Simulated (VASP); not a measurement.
ZnS (Wurtzite-4H): relaxation of cell and atoms with PBE+D4

ZnS (Wurtzite-4H):

```
Zn S
1.0
     3.82270    0.00000    0.00000
    -1.91135    3.31056    0.00000
     0.00000    0.00000   12.52000
Zn S
4 4
Direct
  0.66667 0.33333 0.75000
  0.33333 0.66667 0.25000
  0.00000 0.00000 0.50000
  0.00000 0.00000 0.00000
  0.66667 0.33333 0.93750
  0.33333 0.66667 0.43750
  0.00000 0.00000 0.68750
  0.00000 0.00000 0.18750
```

```json
{"Program": "VASP 6.6.1", "Task": "relaxation of cell and atoms", "Functional": "PBE", "Dispersion": "D4", "Potentials or basis": "VASP PAW PBE potentials, release 64 (Zn, S)", "Cutoff": "600 eV", "k mesh": "8 × 8 × 3", "Occupations": "fermi-dirac, width 0.05 eV", "Spin": "no spin polarisation", "Further INCAR settings": "ALGO = Fast; EDIFF = 1e-07; IBRION = 2; EDIFFG = -0.02; NSW = 60; ISIF = 3"}
```

```json
{
 "Relaxed volume": "19.50 Å³/atom",
 "Relaxed cell": "a = 3.804 Å, b = 3.804 Å, c = 12.452 Å, α = 90.00°, β = 90.00°, γ = 120.00°",
 "Space group after relaxing (to 0.05 Å)": "P6_3mc (No. 186)",
 "Energy gained by relaxing": "1.2 meV/atom",
 "Ionic steps": "6",
 "Pressure after relaxing": "0.0 GPa",
 "Largest force after relaxing": "0.010 eV/Å",
 "Band gap on the k mesh": "2.20 eV, direct",
 "Dispersion energy per atom": "-0.309 eV"
}
```

Forces on the atoms (eV/Å):
```
Zn   0.000  0.000  0.003
Zn   0.000  0.000  0.003
Zn   0.000  0.000  0.004
Zn   0.000  0.000  0.004
S    0.000  0.000  0.002
S    0.000  0.000  0.002
S    0.000  0.000 -0.010
S    0.000  0.000 -0.010
```

Step by step:
```
step  energy change (eV)  largest force (eV/Å)  pressure (GPa)  volume (Å³)
   1              0.0000                0.0447           -1.10       158.44
   2             -0.0090                0.0160            0.31       155.35
   3             -0.0095                0.0215            0.01       155.90
   4             -0.0095                0.0220            0.01       155.95
   5             -0.0095                0.0225           -0.02       156.00
   6             -0.0096                0.0098           -0.03       156.01
```

Final structure:
```
Zn S
1.0
     3.80362    0.00000    0.00000
    -1.90181    3.29403    0.00000
     0.00000    0.00000   12.45159
Zn S
4 4
Direct
  0.66667 0.33333 0.75003
  0.33333 0.66667 0.25003
  0.00000 0.00000 0.50011
  0.00000 0.00000 0.00011
  0.66667 0.33333 0.93758
  0.33333 0.66667 0.43758
  0.00000 0.00000 0.68728
  0.00000 0.00000 0.18728
```

Levels at points of the mesh, in eV from the valence-band top:
```csv
k point,band 34,band 35,band 36,band 37,band 38,band 39
"(0.00, 0.00, 0.00)",-0.04,0.00,0.00,2.20,3.22,3.43
"(0.50, 0.00, 0.00)",-1.61,-1.13,-0.89,3.32,3.36,3.76
```

Run time: 5.4 min on 1 thread of Intel(R) Xeon(R) 6975P-C (Granite Rapids), with other jobs on the host, peak memory 0.39 GiB.

Caveat: an odd mesh through Γ misses points on the zone boundary, where band edges often lie.
